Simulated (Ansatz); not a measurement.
Clean, relaxed (111) surface of GaAs, space group F-43m (No. 216) (top face towards +c; atoms held fixed, by place in the list: 1, 2, 3):

```yaml
crystal:
  lattice:
    - [4.00100, 0.00000, 0.00000]
    - [-2.00050, 3.46497, 0.00000]
    - [0.00000, 0.00000, 24.35031]
  atoms:
    - { symbol: As, position: [0.00000, 0.00000, 0.34907] }
    - { symbol: Ga, position: [0.33333, 0.66667, 0.38261] }
    - { symbol: As, position: [0.33333, 0.66667, 0.48323] }
    - { symbol: Ga, position: [0.66667, 0.33333, 0.51458] }
    - { symbol: As, position: [0.66667, 0.33333, 0.62026] }
    - { symbol: Ga, position: [0.00000, 0.00000, 0.64942] }
```

Level of theory: DFT PBEsol, scalar-relativistic, plane waves, PAW in Ansatz. Cutoff 420 eV; k points 9×9×1 on the computed 6-atom cell (Γ-centred); Gaussian smearing, width 0.05 eV; no spin polarisation. A dipole correction removes the field between periodic images along c.

With the adsorbate the run is spin-polarised, so any moments that the slab's own atoms take up count into E_ads.

H (atom) is adsorbed on the top face, one adsorbate per 13.9 Å², and relaxed from 3 starting sites (fractions of a and b). The adsorption energy is E(slab + adsorbate) − E(slab) − E(free adsorbate, spin-polarised where open-shell). Heights count from the highest slab atom after relaxation. Δφ is the top face's. Δp counts per cell along +c. Bonded neighbours lie within 1.25 times the sum of covalent radii (1.35 for H) and, on that scale, within 12 % of the closest. With the adsorbate the cell is lengthened along c to keep the vacuum.

```csv
start,ends at,E_ads (eV),height (Å),shortest contact,Δφ (eV),Δp (e·Å)
"top (Ga) at (0.00, 0.00)","(0.00, 0.00), 1 bonded neighbour (Ga)",-2.67,1.56,H–Ga 1.56 Å,+2.29,-0.184
"hollow (As-As-As) at (0.33, 0.67), 1.0 Å under the top layer","(0.33, 0.67), 0 bonded neighbours",-0.83,-0.89,H–As 2.32 Å,+0.17,-0.003
"bridge (As-As) at (0.17, 0.33)","(0.00, 0.00), 1 bonded neighbour (Ga)",-2.67,1.56,H–Ga 1.56 Å,+2.28,-0.183
```

Among the sites tried, the lowest end comes from the top (Ga) at (0.00, 0.00) start; the bridge (As-As) at (0.17, 0.33) start ended within 0.02 eV of it, though not always at the same place; other sites may lie lower.

Each end is the local minimum or symmetric point that its start leads to. This ideal cut is polar: the work functions of its two faces differ by 2.2 eV. Real polar faces reconstruct or get covered, and then bind electron donors or acceptors far more weakly. The slab is only 7.4 Å thick, so the energies aren't converged with thickness.

For at least one of the starts the bottom face's work function also shifts by over 0.1 eV: the slab is too thin to screen the adsorbate, so the work functions aren't converged with thickness.